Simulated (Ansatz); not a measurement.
Clean, relaxed (100) surface of TiB2, space group P6/mmm (No. 191) (top face towards +c; atoms held fixed, by place in the list: 1, 2, 3, 4):

```xyz
9
Lattice="3.0176 0.0000 0.0000 0.0000 3.1848 0.0000 0.0000 0.0000 23.9688" Properties=species:S:1:pos:R:3 pbc="T T T"
B     0.0000    1.5924    8.5000
Ti    1.5088    0.0000    9.3711
B     0.0000    1.5924   10.2422
B     1.5088    1.5924   11.1133
Ti    0.0000    0.0000   11.9936
B     1.5088    1.5924   12.8660
B     0.0000    1.5924   13.7333
Ti    1.5088    0.0000   14.6821
B     0.0000    1.5924   15.4156
```

These are results of DFT PBEsol, scalar-relativistic, plane waves, PAW in Ansatz, not measurements. Cutoff 420 eV; k points 10×9×1 on the computed 9-atom cell (Γ-centred); Gaussian smearing, width 0.10 eV; no spin polarisation. A dipole correction removes the field between periodic images along c.

The adsorption energy is E(slab + adsorbate) − E(slab) − E(free adsorbate, spin-polarised where open-shell). With the adsorbate the cell is lengthened along c to keep the vacuum.

Problem. H (atom) is put at the bridge (Ti-B) at (0.25, 0.75) site, one adsorbate per 9.6 Å². What structure does it relax to?

Solution. E_ads = -3.31 eV. Contacts: H–B 1.20 Å.

```
CELL_PARAMETERS angstrom
3.01759 0.00000 0.00000
0.00000 3.18476 0.00000
0.00000 0.00000 25.96882
ATOMIC_POSITIONS crystal
B 0.00000 0.50000 0.32732
Ti 0.50000 0.00000 0.36086
B 0.00000 0.50000 0.39440
B 0.50000 0.50000 0.42795
Ti 0.99999 0.99999 0.46195
B 0.49999 0.49998 0.49518
B 0.99998 0.49998 0.52999
Ti 0.50000 0.99997 0.56243
B 0.99999 0.49996 0.59375
H 0.99990 0.49981 0.64009
```

Each end is the local minimum or symmetric point that its start leads to. The slab is only 7.0 Å thick, so the energies aren't converged with thickness.

For at least one of the starts the bottom face's work function also shifts by over 0.1 eV: the slab is too thin to screen the adsorbate, so the work functions aren't converged with thickness.

The adsorbed runs have no spin polarisation, so weakly bound open-shell ends lie too high.